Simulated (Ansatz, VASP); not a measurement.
# Two plane-wave programs on MgS (Niningerite)

File POSCAR:

```
MgS
1.0
    0.0000000000      2.6015177399      2.6015177399
    2.6015177399      0.0000000000      2.6015177399
    2.6015177399      2.6015177399      0.0000000000
Mg S
1 1
Direct
    0.0000000000      0.0000000000      0.0000000000
    0.5000000000      0.5000000000      0.5000000000
```

The input INCAR.step1:

```
SYSTEM = MgS
  ALGO = Normal
  EDIFF = 1E-5
  ENCUT = 520
  GGA = PE
  ISIF = 2
  ISMEAR = 1
  LASPH = .True.
  LCHARG = .False.
  LREAL = .False.
  LWAVE = .True.
  NBANDS = 11
  NELM = 80
  PREC = Accurate
  SIGMA = 0.2
```

Contents of INCAR.step2:

```
SYSTEM = MgS
  ALGO = Normal
  EDIFF = 1E-6
  ENCUT = 520
  GGA = PE
  HFSCREEN = 0.2079
  ISIF = 2
  ISMEAR = 1
  ISTART = 1
  LASPH = .True.
  LCHARG = .False.
  LHFCALC = .True.
  LREAL = .False.
  LWAVE = .False.
  NBANDS = 11
  NELM = 80
  PREC = Accurate
  PRECFOCK = Normal
  SIGMA = 0.2
```

File KPOINTS:

```
k-points
0
Gamma
  4 4 4
  0 0 0
```

Input for Ansatz:

```yaml
crystal:
  lattice:
    - [0.0, 2.6015177399, 2.6015177399]
    - [2.6015177399, 0.0, 2.6015177399]
    - [2.6015177399, 2.6015177399, 0.0]
  atoms:
    - { symbol: Mg, position: [0.0, 0.0, 0.0] }
    - { symbol: S, position: [0.5, 0.5, 0.5] }
kpoints:
  mp_grid: { grid: [4, 4, 4] }
hamiltonian:
  xc: hse06
scf:
  occupations: { method: methfessel_paxton, width: 0.2 }
  n_extra_bands: 4
output:
  forces: true
  stress: true
  eigenvalues: true
```

Alike in both runs: task single point; functional HSE06; k mesh 4 × 4 × 4; occupations methfessel-paxton of order 1, width 0.2 eV; no spin polarisation.

|  | VASP | Ansatz |
| --- | --- | --- |
| version | VASP 6.6.1 | Ansatz 0.2.0 |
| potentials or method | VASP PAW PBE potentials, release 64 (Mg, S) | plane waves |
| plane-wave cutoff (eV) | 520 | 420 |
| valence electrons in the cell | 8 | 16 |

Ansatz gave:

- gap on the k mesh at the Fermi level (eV): 3.80
- pressure (GPa): -0.1

**Question.** Which values does VASP return?

**Answer.** gap on the k mesh at the Fermi level (eV): 3.75; pressure (GPa): -0.4.

With one functional, cell and mesh, what is left measures potentials, basis and numerics. The two sets of potentials don't hold the same shells in valence. Ansatz warned: «stress_exchange_threshold_loose».

Caveats: the k mesh is coarse (spacing up to 0.52 Å⁻¹), so the values aren't converged, least of all with exact exchange; the PAW data sets were made with another functional, which shifts forces and pressure a little (VASP). A k mesh can miss the band edges.
